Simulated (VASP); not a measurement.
# Ru (Fd-3m) in VASP: single point with PBE

Aim: the single point of Ru with PBE.

All numbers are computed with VASP 6.6.1; they aren't measurements. Logs are shortened: lines on timing, memory, paths and dates and some standing lists are left out, and cuts for length are marked.

## 1. Starting point

It takes space group Fd-3m (No. 227, cubic). Conventional cell: a = 5.456 Å, b = 5.456 Å, c = 5.456 Å, α = 90.00°, β = 90.00°, γ = 90.00°. Ru (site symmetry -43m) is surrounded by 4 Ru at 2.36 Å.

The cell was built by a generator and needn't be a form met in nature.

## 2. Single point, PBE

INCAR reads:

```
PREC = Accurate
ENCUT = 520
EDIFF = 1E-6
ISMEAR = -1
SIGMA = 0.13605693000000002
LREAL = F
LASPH = T
NELM = 80
ALGO = Normal
ISIF = 2
LWAVE = F
LCHARG = F
GGA = PE
NBANDS = 21
```

KPOINTS reads:

```
Automatic mesh
0
Gamma
  8 8 8
```

POSCAR reads:

```
Ru
1.0
    0.0000000000      2.7280119881      2.7280119881
    2.7280119881      0.0000000000      2.7280119881
    2.7280119881      2.7280119881      0.0000000000
Ru
2
Direct
    0.0000000000      0.0000000000      0.0000000000
    0.2500000000      0.2500000000      0.2500000000
```

Potentials or basis: VASP PAW PBE potentials, release 64 (Ru_pv).

Run with:

```
$ cat potpaw_PBE.64/Ru_pv/POTCAR > POTCAR
$ mpirun -np 1 vasp_std > vasp.out
```

OUTCAR:

```text
PREC = Accurate
   ENCUT = 520
   EDIFF = 1E-6
   ISMEAR = -1
   LREAL = F
   LASPH = T
   NELM = 80
   ISIF = 2
   GGA = PE

 ion  position               nearest neighbor table
   1  0.000  0.000  0.000-   2 2.36   2 2.36   2 2.36   2 2.36
   2  0.250  0.250  0.250-   1 2.36   1 2.36   1 2.36   1 2.36

  LATTYP: Found a face centered cubic cell.
 ALAT       =     5.4560239762

  Lattice vectors:

 A1 = (   0.0000000000,   2.7280119881,   2.7280119881)
 A2 = (   2.7280119881,   0.0000000000,   2.7280119881)
 A3 = (   2.7280119881,   2.7280119881,   0.0000000000)

Analysis of symmetry for initial positions (statically):
=====================================================================
 Subroutine PRICEL returns:
 Original cell was already a primitive cell.

 Routine SETGRP: Setting up the symmetry group for a
 face centered cubic supercell.

 Subroutine GETGRP returns: Found 48 space group operations
 (whereof 24 operations were pure point group operations)
 out of a pool of 48 trial point group operations.

The static configuration has the point symmetry T_d .
 The point group associated with its full space group is O_h .

Analysis of symmetry for dynamics (positions and initial velocities):
=====================================================================
 Subroutine PRICEL returns:
 Original cell was already a primitive cell.

 Routine SETGRP: Setting up the symmetry group for a
 face centered cubic supercell.

 Subroutine GETGRP returns: Found 48 space group operations
 (whereof 24 operations were pure point group operations)
 out of a pool of 48 trial point group operations.

The dynamic configuration has the point symmetry T_d .
 The point group associated with its full space group is O_h .

 Subroutine INISYM returns: Found 48 space group operations
 (whereof 24 operations are pure point group operations),
 and found     1 'primitive' translations

----------------------------------------------------------------------------------------

                                     Primitive cell

  volume of cell :      40.6040

  direct lattice vectors                    reciprocal lattice vectors
     0.000000000  2.728011988  2.728011988    -0.183283652  0.183283652  0.183283652
     2.728011988  0.000000000  2.728011988     0.183283652 -0.183283652  0.183283652
     2.728011988  2.728011988  0.000000000     0.183283652  0.183283652 -0.183283652

  length of vectors
     3.857991552  3.857991552  3.857991552     0.317456598  0.317456598  0.317456598

  position of ions in fractional coordinates (direct lattice)
     0.000000000  0.000000000  0.000000000
     0.250000000  0.250000000  0.250000000

  ion indices of the primitive-cell ions
   primitive index   ion index
                 1           1
                 2           2

----------------------------------------------------------------------------------------

 KPOINTS: Automatic mesh

Automatic generation of k-mesh.
 Grid dimensions read from file:
 generate k-points for:    8    8    8

 Generating k-lattice:

  Cartesian coordinates                     Fractional coordinates (reciprocal lattice)
    -0.022910457  0.022910457  0.022910457     0.125000000  0.000000000  0.000000000
     0.022910457 -0.022910457  0.022910457     0.000000000  0.125000000  0.000000000
     0.022910457  0.022910457 -0.022910457     0.000000000  0.000000000  0.125000000

  Length of vectors
     0.039682075  0.039682075  0.039682075

  Shift w.r.t. Gamma in fractional coordinates (k-lattice)
     0.000000000  0.000000000  0.000000000

 Subroutine IBZKPT returns following result:
 ===========================================

 Found     29 irreducible k-points:

 Following reciprocal coordinates:
            Coordinates               Weight
  0.000000  0.000000  0.000000      1.000000
  0.125000  0.000000  0.000000      8.000000
  0.250000  0.000000  0.000000      8.000000
  0.375000  0.000000  0.000000      8.000000
  0.500000  0.000000  0.000000      4.000000
  0.125000  0.125000  0.000000      6.000000
[... 16 lines left out ...]
  0.500000  0.250000  0.125000     48.000000
 -0.375000  0.250000  0.125000     24.000000
 [... further k-points ...]
   k-points           NKPTS =     29   k-points in BZ     NKDIM =     29   number of bands    NBANDS=     21
   number of dos      NEDOS =    301   number of ions     NIONS =      2
   total plane-waves  NPLWV =  27000
   dimension x,y,z NGX =    30 NGY =   30 NGZ =   30
   dimension x,y,z NGXF=    60 NGYF=   60 NGZF=   60
   ions per type =               2
   NGX,Y,Z   is equivalent  to a cutoff of  12.93, 12.93, 12.93 a.u.
   NGXF,Y,Z  is equivalent  to a cutoff of  25.85, 25.85, 25.85 a.u.
 SYSTEM =  unknown system
   PREC   = accura    normal or accurate (medium, high low for compatibility)
   ISTART =      0    job   : 0-new  1-cont  2-samecut
   ICHARG =      2    charge: 1-file 2-atom 10-const
   ISPIN  =      1    spin polarized calculation?
   LNONCOLLINEAR =      F non collinear calculations
   LSORBIT =      F    spin-orbit coupling
   LASPH  =      T    aspherical Exc in radial PAW
   ENCUT  =  520.0 eV  38.22 Ry    6.18 a.u.   7.17  7.17  7.17*2*pi/ulx,y,z
   NELM   =     80;   NELMIN=  2; NELMDL= -5     # of ELM steps
   EDIFF  = 0.1E-05   stopping-criterion for ELM
   LREAL  =      F    real-space projection
   EDIFFG = 0.1E-04   stopping-criterion for IOM
   NSW    =      0    number of steps for IOM
   IBRION =     -1    ionic relax: 0-MD 1-quasi-New 2-CG
   NFREE  =      0    steps in history (QN), initial steepest desc. (CG)
   ISIF   =      2    stress and relaxation
   ISYM   =      2    0-nonsym 1-usesym 2-fastsym
   POTIM  = 0.5000    time-step for ionic-motion
   TEBEG  =    0.0;   TEEND  =   0.0 temperature during run
   PSTRESS=    0.0 pullay stress
   NELECT =      28.0000    total number of electrons
   NUPDOWN=      -1.0000    fix difference up-down
   EMIN   =  10.00;   EMAX   =-10.00  energy-range for DOS
   EFERMI =   0.00;   METHOD = LEGACY
   ISMEAR =    -1;   SIGMA  =   0.14  broadening in eV -4-tet -1-fermi 0-gaus
   EFERMI_NEDOS =   21; number of points for ismear=-14 and -15
   IALGO  =     38    algorithm
   IMIX   =      4    mixing-type and parameters
     AMIX     =   0.40;   BMIX     =  1.00
     AMIX_MAG =   1.60;   BMIX_MAG =  1.00
  volume/ion in A,a.u.               =      20.30       137.00
  Fermi-wavevector in a.u.,A,eV,Ry     =   1.446343  2.733192 28.462129  2.091907
  Thomas-Fermi vector in A             =   2.564422
   LORBIT       =      0    0 simple, 1 ext, 2 COOP (PROOUT), +10 PAW based schemes
   GGA     = PE    functional components
   LHFCALC =     F    Hartree Fock is set to
   AEXX    =    0.0000 exact exchange contribution
   IVDW    =     0    specifies the selected vdW correction
   LEPSILON=     F    determine dielectric tensor
   LRPA    =     F    only Hartree local field effects (RPA)
 non-spin polarized calculation
  energy-cutoff  :      520.00
  volume of cell :       40.60
 maximum number of plane-waves:      1108
 NGX is ok and might be reduce to    30
   NGX = 15   NGY = 15   NGZ = 15

 number of electron      28.0000003 magnetization

 Free energy of the ion-electron system (eV)
  ---------------------------------------------------
  ext. energy  EPLUGINS =         0.00000000
  ---------------------------------------------------
  free energy    TOTEN  =       -16.15047874 eV

  energy without entropy =      -16.03741642  energy(sigma->0) =      -16.09394758

 E-fermi :   7.0243     XC(G=0): -11.3307

 val. band max:        6.9526976503   @ k =   0.3750   0.0000   0.0000
 cond. band min:       7.0779081060   @ k =   0.5000   0.1250   0.0000
 fundamental gap:      0.1252104557
 Fermi energy:         7.0242809486

 k-point     1 :       0.0000    0.0000    0.0000
  band No.  band energies     occupation
      1     -36.1207      2.00000
      2     -36.1207      2.00000
      3     -36.1207      2.00000
      4     -35.2488      2.00000
      5     -35.2488      2.00000
      6     -35.2488      2.00000
[... 13 lines left out ...]
     20      19.5862      0.00000
     21      20.0570      0.00000

 k-point     2 :       0.1250    0.0000    0.0000
  band No.  band energies     occupation
      1     -36.1360      2.00000
      2     -36.1360      2.00000
      3     -36.1180      2.00000
      4     -35.2529      2.00000
      5     -35.2327      2.00000
      6     -35.2327      2.00000
[... 13 lines left out ...]
     20      17.9291      0.00000
     21      19.0792      0.00000

 k-point     3 :       0.2500    0.0000    0.0000
  band No.  band energies     occupation
      1     -36.1708      2.00000
      2     -36.1708      2.00000
      3     -36.1120      2.00000
      4     -35.2620      2.00000
      5     -35.1960      2.00000
      6     -35.1960      2.00000
[... 13 lines left out ...]
     20      17.9316      0.00000
     21      18.0074      0.00000

 k-point     4 :       0.3750    0.0000    0.0000
  band No.  band energies     occupation
      1     -36.2032      2.00000
      2     -36.2032      2.00000
      3     -36.1066      2.00000
      4     -35.2703      2.00000
      5     -35.1617      2.00000
      6     -35.1617      2.00000
[... 13 lines left out ...]
     20      17.7768      0.00000
     21      17.7768      0.00000

 k-point     5 :       0.5000    0.0000    0.0000
  band No.  band energies     occupation
      1     -36.2160      2.00000
      2     -36.2160      2.00000
      3     -36.1046      2.00000
      4     -35.2734      2.00000
      5     -35.1481      2.00000
      6     -35.1481      2.00000
[... 13 lines left out ...]
     20      17.4336      0.00000
     21      17.4336      0.00000
[... 382 lines left out ...]
     20      12.2164      0.00000
     21      17.9250      0.00000

 k-point    22 :       0.3750    0.2500    0.1250
  band No.  band energies     occupation
      1     -36.2480      2.00000
      2     -36.2110      2.00000
      3     -36.0083      2.00000
      4     -35.3680      2.00000
      5     -35.1538      2.00000
      6     -35.1178      2.00000
[... 13 lines left out ...]
     20      16.7807      0.00000
     21      17.9278      0.00000

 k-point    23 :       0.5000    0.2500    0.1250
  band No.  band energies     occupation
      1     -36.2899      2.00000
      2     -36.2395      2.00000
      3     -35.9561      2.00000
      4     -35.4201      2.00000
      5     -35.1239      2.00000
      6     -35.0766      2.00000
[... 13 lines left out ...]
     20      15.4969      0.00000
     21      17.9277      0.00000

 k-point    24 :      -0.3750    0.2500    0.1250
  band No.  band energies     occupation
      1     -36.3047      2.00000
      2     -36.2527      2.00000
      3     -35.9320      2.00000
      4     -35.4439      2.00000
      5     -35.1100      2.00000
      6     -35.0625      2.00000
[... 13 lines left out ...]
     20      14.7053      0.00000
     21      17.9278      0.00000

 [... further k-points ...]

------------------------ aborting loop because EDIFF is reached ----------------------------------------

  FORCE on cell =-STRESS in cart. coord.  units (eV):
  Direction    XX          YY          ZZ          XY          YZ          ZX
  --------------------------------------------------------------------------------------
  -------------------------------------------------------------------------------------
  Total        0.0794399      0.0794399      0.0794399      0.0000000      0.0000000      0.0000000
  in kB        3.1345869      3.1345869      3.1345869      0.0000000      0.0000000      0.0000000
  external PRESSURE =       3.1345869 kB  Pullay stress =       0.0000000 kB

 VOLUME and BASIS-vectors are now :
 -----------------------------------------------------------------------------
  energy-cutoff  :      520.00
  volume of cell :       40.60
      direct lattice vectors                 reciprocal lattice vectors
     0.000000000  2.728011988  2.728011988    -0.183283652  0.183283652  0.183283652
     2.728011988  0.000000000  2.728011988     0.183283652 -0.183283652  0.183283652
     2.728011988  2.728011988  0.000000000     0.183283652  0.183283652 -0.183283652

 POSITION                                       TOTAL-FORCE (eV/Angst)
 -----------------------------------------------------------------------------------
      0.00000      0.00000      0.00000         0.000000      0.000000      0.000000
      1.36401      1.36401      1.36401        -0.000000     -0.000000     -0.000000
 -----------------------------------------------------------------------------------
    total drift:                                0.000000     -0.000000      0.000000

  FREE ENERGIE OF THE ION-ELECTRON SYSTEM (eV)
  ---------------------------------------------------
  free  energy   TOTEN  =       -16.1504787440 eV

  energy  without entropy=      -16.0374164244  energy(sigma->0) =      -16.09394758
```

Wall time 27 s (1 thread of Intel Xeon Platinum 8259CL at 2.50GHz (Skylake/Cascade Lake), shared host); peak memory 0.17 GiB.

What came out:

- Free energy: -16.1505 eV
- Pressure: 0.3 GPa
- Band gap on the k mesh: none (metal or under the smearing width)
